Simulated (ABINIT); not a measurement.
**BeS (F-43m): G0W0 with ABINIT, start to end**

Wanted: ground state, empty states, screening and self-energy for BeS (F-43m).

Main program and level: ABINIT 10.8.3; PBE and many-body steps on it, plane waves.

Most raw output is cut from this account.

The database entry behind the starting cell differs from later determinations by our own check (0.1 to 0.3 % short, probably kX units), so it need not match the best structure at ambient conditions.

**1. Starting point**

Symmetry: F-43m, No. 216, cubic system. The conventional cell has a = 4.850 Å, b = 4.850 Å, c = 4.850 Å, α = 90.00°, β = 90.00°, γ = 90.00°. Be has 4 S at 2.10 Å nearest. Nearest to S lie 4 Be at 2.10 Å. Farther neighbours and most contacts between anions are not listed.

The cell and positions come from the Crystallography Open Database and are kept as given unless a step says otherwise.

**2. Ground state**

This step: ABINIT 10.8.3; DFT, PBE, plane waves, norm-conserving pseudopotentials.

The ground-state density comes first.

run.abi reads:

```
acell 3*1.0 Angstrom
rprim 
  0.000000000000 2.425000000000 2.425000000000
  2.425000000000 -0.000000000000 2.425000000000
  2.425000000000 2.425000000000 -0.000000000000
ntypat 2
znucl 4 16
natom 2
typat 1 2
xred 
  0.000000000000 0.000000000000 0.000000000000
  0.250000000000 0.250000000000 0.250000000000
pp_dirpath "pseudos"
pseudos "Be.upf, S.upf"
ecut 38
ngkpt 8 8 8
nshiftk 1
shiftk 0 0 0
kptopt 1
chksymbreak 0
nband 10
occopt 1
tolvrs 1e-10
nstep 60
prtwf 0
optforces 0
optstress 0
indata_prefix "in"
outdata_prefix "out"
tmpdata_prefix "tmp"
```

Started as:

```bash
$ OMP_NUM_THREADS=1 mpirun -n 4 abinit run.abi > log
```

Run time: 6.9 s. Hardware: 4 MPI ranks of Arm Neoverse V1, shared host; peak memory 0.29 GiB.

This step gave:

```
total energy               : -682.1872 eV
gap                        : 3.114 eV
k of the valence top       : 0, 0, 0
k of the conduction bottom : 0.5, 0.5, 0
least direct gap           : 5.664 eV
```

The gap is indirect, with the least direct gap 2.55 eV higher.

**3. Bands along the symmetry lines**

Levels along a band path, at the cheap level, show where the edges lie and whether the meshes to come will hold them.

run.abi reads:

```
acell 3*1.0 Angstrom
rprim 
  0.000000000000 2.425000000000 2.425000000000
  2.425000000000 -0.000000000000 2.425000000000
  2.425000000000 2.425000000000 -0.000000000000
ntypat 2
znucl 4 16
natom 2
typat 1 2
xred 
  0.000000000000 0.000000000000 0.000000000000
  0.250000000000 0.250000000000 0.250000000000
pp_dirpath "pseudos"
pseudos "Be.upf, S.upf"
ecut 38
iscf -2
irdden 1
kptopt 0
nkpt 50
kpt 
  0.00000000 0.00000000 0.00000000
  -0.06250000 -0.06250000 0.00000000
  -0.12500000 -0.12500000 0.00000000
  -0.18750000 -0.18750000 0.00000000
  -0.25000000 -0.25000000 0.00000000
  -0.31250000 -0.31250000 0.00000000
  -0.37500000 -0.37500000 0.00000000
  -0.43750000 -0.43750000 0.00000000
  -0.50000000 -0.50000000 0.00000000
  -0.48437500 -0.48437500 0.03125000
  -0.46875000 -0.46875000 0.06250000
  -0.45312500 -0.45312500 0.09375000
  -0.43750000 -0.43750000 0.12500000
  -0.42187500 -0.42187500 0.15625000
  -0.40625000 -0.40625000 0.18750000
  -0.39062500 -0.39062500 0.21875000
  -0.37500000 -0.37500000 0.25000000
  -0.37500000 0.00000000 0.37500000
  -0.32812500 0.00000000 0.32812500
  -0.28125000 0.00000000 0.28125000
  -0.23437500 0.00000000 0.23437500
  -0.18750000 0.00000000 0.18750000
  -0.14062500 0.00000000 0.14062500
  -0.09375000 0.00000000 0.09375000
  -0.04687500 0.00000000 0.04687500
  0.00000000 0.00000000 0.00000000
  0.00000000 0.00000000 0.06250000
  0.00000000 0.00000000 0.12500000
  0.00000000 0.00000000 0.18750000
  0.00000000 0.00000000 0.25000000
  0.00000000 0.00000000 0.31250000
  0.00000000 0.00000000 0.37500000
  0.00000000 0.00000000 0.43750000
  -0.00000000 -0.00000000 0.50000000
  -0.06250000 -0.03125000 0.46875000
  -0.12500000 -0.06250000 0.43750000
  -0.18750000 -0.09375000 0.40625000
  -0.25000000 -0.12500000 0.37500000
  -0.31250000 -0.15625000 0.34375000
  -0.37500000 -0.18750000 0.31250000
  -0.43750000 -0.21875000 0.28125000
  -0.50000000 -0.25000000 0.25000000
  -0.50000000 -0.28125000 0.21875000
  -0.50000000 -0.31250000 0.18750000
  -0.50000000 -0.34375000 0.15625000
  -0.50000000 -0.37500000 0.12500000
  -0.50000000 -0.40625000 0.09375000
  -0.50000000 -0.43750000 0.06250000
  -0.50000000 -0.46875000 0.03125000
  -0.50000000 -0.50000000 0.00000000
istwfk *1
nband 12
nbdbuf 2
tolwfr 1e-08
nstep 40
prtwf 0
prtvol 0
indata_prefix "in"
outdata_prefix "out"
tmpdata_prefix "tmp"
```

Elapsed: 6.1 s, on 4 MPI ranks; peak memory 0.26 GiB; 24 s of CPU time.

This step gave:

- gap: 3.114 eV
- k of the valence top: 0, 0, 0
- k of the conduction bottom: -0.5, -0.5, 0
- least direct gap: 5.655 eV

The gap is 3.114 eV, as in the run before at this level.

Electronic bands along the path, in eV, zero at the top of the highest filled band; v1 is the highest filled band, c1 the lowest empty one:

| point | v4 | v3 | v2 | v1 | c1 | c2 | c3 | c4 |
| --- | --- | --- | --- | --- | --- | --- | --- | --- |
| Γ | -13.69 | 0.00 | 0.00 | 0.00 | 5.66 | 5.66 | 5.66 | 5.89 |
| halfway | -12.80 | -2.73 | -1.61 | -1.61 | 4.45 | 6.60 | 8.69 | 8.69 |
| X | -11.54 | -5.01 | -2.64 | -2.64 | 3.11 | 4.92 | 12.74 | 12.74 |
| halfway | -11.53 | -4.89 | -3.19 | -2.52 | 3.64 | 5.54 | 11.99 | 12.28 |
| U | -11.55 | -4.55 | -4.09 | -2.19 | 4.36 | 7.50 | 10.53 | 11.34 |
| jump to K | -11.55 | -4.55 | -4.09 | -2.19 | 4.36 | 7.50 | 10.53 | 11.34 |
| halfway | -12.73 | -3.52 | -2.14 | -0.59 | 6.32 | 6.89 | 7.23 | 8.66 |
| Γ | -13.69 | 0.00 | 0.00 | 0.00 | 5.66 | 5.66 | 5.66 | 5.89 |
| halfway | -13.02 | -3.30 | -0.60 | -0.60 | 5.56 | 6.56 | 6.56 | 9.27 |
| L | -12.08 | -5.78 | -1.03 | -1.03 | 5.48 | 6.55 | 6.55 | 11.22 |
| halfway | -11.81 | -5.25 | -2.77 | -1.84 | 6.09 | 6.58 | 9.11 | 10.48 |
| W | -11.49 | -4.24 | -3.86 | -3.34 | 6.46 | 8.08 | 8.44 | 8.84 |
| halfway | -11.51 | -4.77 | -3.12 | -3.02 | 4.35 | 5.95 | 11.09 | 11.35 |
| X | -11.54 | -5.01 | -2.64 | -2.64 | 3.11 | 4.92 | 12.74 | 12.74 |

**4. Empty states on the mesh, 4×4×4 mesh, 30 bands**

The sums over transitions need many empty states on a uniform mesh; this step solves for them.

run.abi reads:

```
acell 3*1.0 Angstrom
rprim 
  0.000000000000 2.425000000000 2.425000000000
  2.425000000000 -0.000000000000 2.425000000000
  2.425000000000 2.425000000000 -0.000000000000
ntypat 2
znucl 4 16
natom 2
typat 1 2
xred 
  0.000000000000 0.000000000000 0.000000000000
  0.250000000000 0.250000000000 0.250000000000
pp_dirpath "pseudos"
pseudos "Be.upf, S.upf"
ecut 38
ngkpt 4 4 4
nshiftk 1
shiftk 0 0 0
kptopt 1
chksymbreak 0
iscf -2
irdden 1
istwfk *1
nband 30
nbdbuf 4
tolwfr 1e-09
nstep 60
prtvol 0
indata_prefix "in"
outdata_prefix "out"
tmpdata_prefix "tmp"
```

Wall time 3.4 s (4 MPI ranks); peak memory 0.25 GiB.

This step gave:

```
gap                                                           : 3.114 eV
k of the valence top                                          : 0, 0, 0
k of the conduction bottom                                    : 0.5, 0.5, 0
least direct gap                                              : 5.664 eV
k points computed                                             : 8
lowest point of the top converged band, above the valence top : 37.24 eV
```

On this mesh the gap is 3.114 eV.

**5. Screening, 4×4×4 mesh, 26 bands, screening to 108.8 eV**

The RPA dielectric matrix is built and inverted for each q.

This step: RPA screening on PBE, plane waves, norm-conserving pseudopotentials.

run.abi: that of step 4 with these lines changed.

```diff
@@ -20,10 +20,11 @@
 chksymbreak 0
-iscf -2
-irdden 1
 istwfk *1
-nband 30
-nbdbuf 4
-tolwfr 1e-09
-nstep 60
-prtvol 0
+occopt 1
+irdwfk 1
+optdriver 3
+nband 26
+ecuteps 4
+inclvkb 2
+awtr 1
+symchi 1
 indata_prefix "in"
```

Wall time 3.3 s (4 MPI ranks); peak memory 0.35 GiB; 13 s of CPU time.

This step gave:

| Quantity | Value |
| --- | --- |
| ε∞ with local fields, on this mesh, along the program's q direction | 5.740 |
| the same without local fields | 6.641 |
| plasma frequency | 21.99 eV |
| plane waves in the screening matrix | 65 |

Local fields lower ε∞ by 14 %. On a Γ-centred mesh this coarse the value itself is usually too large, while a short band sum pulls it down.

**6. Self-energy, 4×4×4 mesh, 26 bands, screening to 108.8 eV**

The self-energy is evaluated for the states that the input lists, and the levels follow from it, in one-shot runs by the linearised quasiparticle equation.

This step: G0W0 on PBE, plane waves, norm-conserving pseudopotentials.

run.abi: that of step 5 with these lines changed.

```diff
@@ -23,8 +23,17 @@
 irdwfk 1
-optdriver 3
+optdriver 4
 nband 26
+gwcalctyp 0
+ecutsigx 38
+symsigma 1
+nkptgw 2
+kptgw 
+  0.0000000000 0.0000000000 0.0000000000
+  0.5000000000 0.5000000000 0.0000000000
+bdgw 
+  3 8
+  4 7
 ecuteps 4
-inclvkb 2
-awtr 1
-symchi 1
+irdscr 1
+ppmodel 1
 indata_prefix "in"
```

Run time: 2.3 s. Hardware: 4 MPI ranks; peak memory 0.11 GiB.

This step gave:

- G0W0 gap on the points computed: 4.377 eV
- starting gap on the mesh: 3.114 eV
- k of the valence top: 0, 0, 0
- k of the conduction bottom: 0.5, 0.5, 0
- Z at the valence top: 0.8
- Z at the conduction bottom: 0.828
- least direct G0W0 gap on the computed points: 7.239 eV

The gap on the mesh goes from 3.11 eV to 4.38 eV, a correction of +1.26 eV.

Limits: finite bands, cutoff and mesh; coarse k mesh. v1 is the top filled band, c1 the lowest empty one. The levels before and after the correction (eV, zero at the valence-band top of each column):

|  | conduction bottom | valence top |
| --- | --- | --- |
| Kohn-Sham | 3.11 | 0.00 |
| G0W0 | 4.38 | 0.00 |

|  | level | energy (eV) |
| --- | --- | --- |
| Kohn-Sham | Γ v3-v1 | 0.000 |
| Kohn-Sham | Γ c1-c3 | 5.664 |
| Kohn-Sham | (0.5 0.5 0) v2-v1 | -2.638 |
| Kohn-Sham | (0.5 0.5 0) c1 | 3.114 |
| Kohn-Sham | (0.5 0.5 0) c2 | 4.918 |
| G0W0 | Γ v3-v1 | 0.000 |
| G0W0 | Γ c1-c3 | 7.475 |
| G0W0 | (0.5 0.5 0) v2-v1 | -2.862 |
| G0W0 | (0.5 0.5 0) c1 | 4.377 |
| G0W0 | (0.5 0.5 0) c2 | 6.482 |

**7. Where the time went**

Times are wall times on 4 MPI ranks of Arm Neoverse V1, shared host, good to a factor of about two.

| step | time | share | memory (GiB) |
| --- | --- | --- | --- |
| ground state | 6.9 s | 31 % | 0.29 |
| bands along the symmetry lines | 6.1 s | 28 % | 0.26 |
| empty states on the mesh | 3.4 s | 15 % | 0.25 |
| screening | 3.3 s | 15 % | 0.35 |
| self-energy | 2.3 s | 11 % | 0.11 |

**8. Summary of results**

```yaml
pbe_gap: 3.11 eV, indirect
g0w0_gap_on_the_mesh: 4.38 eV
gw_settings: 4×4×4 mesh, 26 bands, screening to 108.8 eV, Godby-Needs plasmon pole
known_limits: not at the basis limit; coarse k mesh
```

In words: G0W0 moves the gap on the mesh from 3.11 eV to 4.38 eV (+1.26 eV), with Z of 0.80 and 0.83 at the edges. Local fields lower the RPA ε∞ on this mesh from 6.64 to 5.74; a Γ-centred mesh this coarse tends to raise both, most where the direct gap is narrow, while a short band sum lowers them. Only 2 of the mesh's irreducible points were corrected, so a valley elsewhere could overtake. Bands and cutoff are finite, so the gap is not at the basis limit. The miss can reach some tenths of an eV and take either sign; the mesh is an error of its own. In the G0W0 run levels were corrected at 2 k points alone, so a gap called «on the mesh» is the least over those, and an edge elsewhere would be missed. The 4×4×4 mesh is coarse for this cell, which bears on the long-range parts of exchange and screening.

[Paths, hosts, dates, memory and timing lines, banners, echoed tables and standing remarks are left out of the program output.]

[Logs are printed without paths, hosts, clocks, repeated set-up lines and the standing remarks that a program may print on its own settings, such as how far it seeks lower states.]

[Runs of the session that timed out or met a known fault of the program may be left out.]

[Hosts, paths, dates, database ids (printed as entryN), source tags and the programs' standing remarks are cut or masked in the printed files.]

[G0W0 gaps are taken among the corrected bands and points alone; a level outside them can change the order at an edge.]

[Where Ansatz stands beside ABINIT at settings called matched, ABINIT's density can come from a denser mesh and the files from another edition; pairs whose starting gaps differed by over 0.03 eV were left out, so agreement reads better than it is.]
